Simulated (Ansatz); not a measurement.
Predict the output of the script below (Ansatz 0.2.0, Python API).

`kconv.py`:
```python
"""k-point test for C."""

import warnings

import ansatz as az
import pandas as pd

warnings.simplefilter("ignore", az.DeckWarning)

xtal = (
    az.Lattice.from_parameters(2.456228, 2.456228, 24.13396, alpha=90.0, beta=90.0, gamma=120.0)
    .atom("C", [0.0, 0.0, 0.57047])
    .atom("C", [0.0, 0.0, 0.42953])
    .atom("C", [1 / 3, 2 / 3, 0.42952])
    .atom("C", [2 / 3, 1 / 3, 0.57048])
)

base = (
    xtal.calculation()
    .pseudopotentials("paw")
    .functional("PBEsol")
    .occupations("fermi_dirac")  # smearing steadies the SCF of a metal
    .basis(34 * az.Ry)
)

rows = []
for value in [1.0, 0.6, 0.4, 0.3]:
    rep = base.kpoints(spacing=value).run(threads=1).report
    rows.append((value, rep["free_energy_ev"] / len(rep["lattice"]["sites"]), rep["n_iterations"], rep["n_kpoints"]))

table = pd.DataFrame(rows, columns=["spacing (1/A)", "F/atom (eV)", "iterations", "k-points"])
print(table.round(5).to_string(index=False))

# the last row is the reference
for row in rows[:-1]:
    shift = 1000 * (row[1] - rows[-1][1])
    print(f"{row[0]}: {shift:+.2f} meV/atom" + ("  (within 1 meV)" if abs(shift) < 1 else ""))
```

`python kconv.py` gives:
```text
 spacing (1/A)  F/atom (eV)  iterations  k-points
           1.0   -246.45023           6         3
           0.6   -246.67933           7         5
           0.4   -246.69073           7        10
           0.3   -246.69253           7        14
1.0: +242.29 meV/atom
0.6: +13.20 meV/atom
0.4: +1.80 meV/atom
```

What to keep in mind:
- The cell holds layers, chains or clusters in vacuum, no bulk phase.
- This isn't the structure that C takes at ambient conditions.
- Shifts are counted from the finest mesh, which is itself no proven limit.
- By the engine's processor time: 3.2 s on 1 thread of Intel(R) Xeon(R) Processor @ 2.30GHz, on a shared host, peak memory 0.54 GiB.
